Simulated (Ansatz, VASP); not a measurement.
**Be in VASP and in Ansatz**

```
CELL_PARAMETERS angstrom
2.28530 0.00000 0.00000
-1.14265 1.97913 0.00000
0.00000 0.00000 3.58420
ATOMIC_POSITIONS crystal
Be 0.33333 0.66667 0.25000
Be 0.66667 0.33333 0.75000
```

Alike in both runs: task relaxation of cell and atoms; functional PBEsol; k mesh 16 × 16 × 10; occupations fermi-dirac, width 0.05 eV; no spin polarisation.

```csv
,VASP,Ansatz
version,VASP 6.6.1,Ansatz 0.2.0
potentials or method,"VASP PAW PBE potentials, release 64 (Be)","PAW with Ansatz's default frozen-core files, scalar-relativistic"
plane-wave cutoff (eV),600,420
valence electrons in the cell,4,4
```

|  | VASP | Ansatz | Ansatz less VASP |
| --- | --- | --- | --- |
| relaxed volume (Å³/atom) | 7.86 | 7.84 | -0.022 |
| relaxed cell length with the largest relative difference (Å) | 3.554 | 3.550 | -0.0035 |
| energy change over the relaxation (meV/atom) | -3 | -3 | -0.6 |

Caveats: the PAW data sets were made with another functional, which shifts forces and pressure a little (VASP).
